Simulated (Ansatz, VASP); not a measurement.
**SiC (Moissanite): VASP beside Ansatz**

```
Si C
1.0
     3.09637    0.00000    0.00000
    -1.54819    2.68154    0.00000
     0.00000    0.00000    5.08143
Si C
2 2
Direct
  0.66667 0.33333 0.50000
  0.33333 0.66667 0.00000
  0.66667 0.33333 0.88500
  0.33333 0.66667 0.38500
```

Alike in both runs: task single point; functional BLYP; dispersion D4; k mesh 10 × 10 × 5; occupations fermi-dirac, width 0.05 eV; no spin polarisation.

|  | VASP | Ansatz |
| --- | --- | --- |
| version | VASP 6.6.1 | Ansatz 0.2.0 |
| potentials or method | VASP PAW PBE potentials, release 64 (Si, C) | Ansatz PAW |
| plane-wave cutoff (eV) | 520 | 420 |
| valence electrons in the cell | 16 | 16 |

VASP gave:

| Item | Value |
| --- | --- |
| gap on the k mesh at the Fermi level (eV) | 2.81 |
| least direct gap on the mesh (eV) | 4.29 |
| pressure (GPa) | -3.8 |
| largest component of the traceless stress (GPa) | 1.64 |
| rms of the force components (eV/Å) | 0.408 |
| dispersion energy (meV/atom) | -628.7 |

Task: What did Ansatz give for the same quantities?

Result: gap on the k mesh at the Fermi level (eV): 2.81; least direct gap on the mesh (eV): 4.28; pressure (GPa): -4.4; largest component of the traceless stress (GPa): 1.64; rms of the force components (eV/Å): 0.406; dispersion energy (meV/atom): -628.7.

Atom by atom the forces differ by 0.002 eV/Å (rms over components).

Caveats: the PAW data sets were made with another functional, which shifts forces and pressure a little (VASP); an odd mesh through Γ misses points on the zone boundary, where band edges often lie (VASP); odd divisions of the mesh miss points on the zone boundary, where band edges often lie, so the gap on the mesh can be too wide (Ansatz); the pressure holds a Pulay correction of +0.4 GPa for the finite cutoff (Ansatz); the PAW data sets come from PBE, with cores solved anew for the run's functional, which leaves a small shift of forces and pressure (Ansatz).
